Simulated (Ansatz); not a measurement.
# TaC: the cost of one run

Method: DFT, PBE, plane-wave PAW, default files, scalar-relativistic, as far as a step names no other, in Ansatz 0.2.0.

The COD entry's cell or inner coordinates are ideal or old and differ from later refinements, so a difference from it is no clean test against experiment.

## Step 1: Starting point

It takes space group Fm-3m (No. 225, cubic). Conventional cell: a = 4.446 Å, b = 4.446 Å, c = 4.446 Å, α = 90.00°, β = 90.00°, γ = 90.00°. Ta (site symmetry m-3m) has 6 C at 2.22 Å as nearest neighbours. C (site symmetry m-3m) is surrounded by 6 Ta at 2.22 Å.

Coordinates:

```xyz
2
Lattice="0.0000 2.2230 2.2230 2.2230 0.0000 2.2230 2.2230 2.2230 0.0000" Properties=species:S:1:pos:R:3 pbc="T T T"
Ta    0.0000    0.0000    0.0000
C     2.2230    2.2230    2.2230
```

## Step 2: Relaxation of the positions

input.yaml reads:

```yaml
crystal:
  lattice:
    - [0.0, 2.223, 2.223]
    - [2.223, 0.0, 2.223]
    - [2.223, 2.223, 0.0]
  atoms:
    - { symbol: Ta, position: [0.0, 0.0, 0.0], spin: 1.0 }
    - { symbol: C, position: [0.5, 0.5, 0.5] }
magnetization:
  spin_polarized: true
kpoints:
  mp_grid: { grid: [11, 11, 11] }
scf:
  occupations: { method: fermi_dirac, width: 0.02 }
hamiltonian:
  xc: pbe
  pseudopotentials: { kind: paw }
output:
  forces: true
  stress: true
  populations: true
  efg: { quadrupole_moments_barn: { Ta: 3.17 }, contact_densities: true }
relax:
  f_tol: 0.02
  max_steps: 60
```

The run is started by

```bash
ansatz run input.yaml --threads 1 --pin off --max-ram 2560MiB --backend cpu --events-out ev --progress --plain --runs-dir out
```

What time and memory should one allow on 1 thread of Intel Xeon 6975P-C (Granite Rapids), shared host?

About 4.5 s, with a peak of 0.42 GiB.
